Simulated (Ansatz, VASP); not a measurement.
## Two plane-wave programs on Sb

Contents of INCAR:

```
SYSTEM = Sb
PREC = Accurate ; ENCUT = 520
EDIFF = 1E-7 ; ISMEAR = -1
SIGMA = 0.05 ; LREAL = .FALSE.
LASPH = .TRUE. ; NELM = 80
ALGO = Normal ; ISIF = 2
LWAVE = .FALSE. ; LCHARG = .FALSE.
GGA = PS ; NBANDS = 8
```

KPOINTS

```
Automatic mesh
0
G
  10 10 10
  0 0 0
```

POSCAR

```
Sb
1.0
   -1.9080431628      1.9080431628      1.9080431628
    1.9080431628     -1.9080431628      1.9080431628
    1.9080431628      1.9080431628     -1.9080431628
Sb
1
Direct
    0.0000000000      0.0000000000      0.0000000000
```

input.yaml

```yaml
crystal:
  lattice:
    - [-1.9080431628, 1.9080431628, 1.9080431628]
    - [1.9080431628, -1.9080431628, 1.9080431628]
    - [1.9080431628, 1.9080431628, -1.9080431628]
  atoms:
    - { symbol: Sb, position: [0.0, 0.0, 0.0] }
hamiltonian:
  xc: pbesol
  pseudopotentials: { kind: paw }
kpoints:
  mp_grid: { grid: [10, 10, 10] }
scf:
  occupations: { method: fermi_dirac, width: 0.05 }
output:
  forces: true
  stress: true
  eigenvalues: true
```

Change from the starting cell: volume scaled by 1.06.

Alike in both runs: task single point; functional PBEsol; k mesh 10 × 10 × 10; occupations fermi-dirac, width 0.05 eV; no spin polarisation.

|  | VASP | Ansatz |
| --- | --- | --- |
| version | VASP 6.6.1 | Ansatz 0.2.0 |
| potentials or method | VASP PAW PBE potentials, release 64 (Sb) | Ansatz PAW |
| plane-wave cutoff (eV) | 520 | 420 |
| valence electrons in the cell | 5 | 15 |

```tsv
	VASP	Ansatz	Ansatz less VASP
gap on the k mesh at the Fermi level (eV)	none	none	-
pressure (GPa)	-3.5	-3.5	+0.03
```

A gap of «none» marks a metal or a gap that the smearing closes. The functional is the same, so the differences come from potentials, cutoffs and numerics. The two sets of potentials don't hold the same shells in valence.

Caveats: the PAW data sets were made with another functional, which shifts forces and pressure a little (VASP); the PAW data sets come from PBE, with cores solved anew for the run's functional, which leaves a small shift of forces and pressure (Ansatz). Spin-orbit coupling is left out, which matters for the levels of Sb.
